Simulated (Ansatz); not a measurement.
P:

```xyz
4
Lattice="1.6477 -5.4650 0.0000 1.6477 5.4650 0.0000 0.0000 0.0000 4.5436" Properties=species:S:1:pos:R:3 pbc="T T T"
P     1.6477   -4.4173    2.6754
P     1.6477    4.4173    1.8683
P     1.6477   -1.0477    0.4035
P     1.6477    1.0477    4.1401
```

```yaml
Program: Ansatz 0.2.0
Task: relaxation of cell and atoms
Functional: BLYP
Potentials_or_basis: Ansatz PAW
Cutoff: "420 eV (not typed: the program's choice for these potentials)"
k_mesh: 8 × 8 × 6
Occupations: fermi-dirac, width 0.05 eV
Spin: no spin polarisation
```

At the start: volume 20.46 Å³/atom.

Question: Where does the relaxation end?

Answer: It ends after 32 steps and the volume is 34.52 Å³/atom (+68.7 %); space group Cmce (No. 64, to 0.05 Å).

The path:
```csv
step,energy change (eV),largest force (eV/Å),volume (Å³)
1,0.0000,0.4658,81.83
2,-0.1469,0.4045,91.70
3,-0.1923,0.0928,96.63
4,-0.1981,0.0391,98.67
5,-0.2003,0.0088,99.90
6,-0.2003,0.0031,100.23
7,-0.2178,0.0055,100.23
8,-0.2252,0.0290,103.82
9,-0.2287,0.0144,107.47
10,-0.2306,0.0074,109.69
11,-0.2303,0.0157,111.42
12,-0.2304,0.0090,111.19
13,-0.2305,0.0005,111.15
14,-0.2366,0.0013,111.15
15,-0.2395,0.0207,114.59
16,-0.2412,0.0295,119.06
17,-0.2414,0.0012,119.73
18,-0.2408,0.0144,122.20
19,-0.2411,0.0081,121.28
20,-0.2412,0.0037,121.26
21,-0.2454,0.0045,121.26
22,-0.2463,0.0055,122.83
23,-0.2477,0.0149,127.23
24,-0.2471,0.0304,131.45
25,-0.2477,0.0074,129.94
26,-0.2476,0.0019,130.23
27,-0.2476,0.0005,130.40
28,-0.2505,0.0004,130.40
29,-0.2514,0.0043,134.01
30,-0.2512,0.0255,138.44
31,-0.2514,0.0060,138.09
32,-0.2532,0.0059,138.09
```

Final structure:
```yaml
crystal:
  lattice:
    - [1.67921, -8.44475, 0.00000]
    - [1.67921, 8.44475, 0.00000]
    - [0.00000, 0.00000, 4.86898]
  atoms:
    - { symbol: P, position: [0.93746, 0.06254, 0.59585] }
    - { symbol: P, position: [0.06254, 0.93746, 0.40415] }
    - { symbol: P, position: [0.56254, 0.43746, 0.09585] }
    - { symbol: P, position: [0.43746, 0.56254, 0.90415] }
```

Caveat: the volume moved by over 15 % at a fixed basis, so the end points are rough; the plane-wave basis is chosen anew once the cell has moved, so the energies of steps on either side of that aren't comparable; the PAW data sets come from PBE, with cores solved anew for the run's functional, which leaves a small shift of forces and pressure.
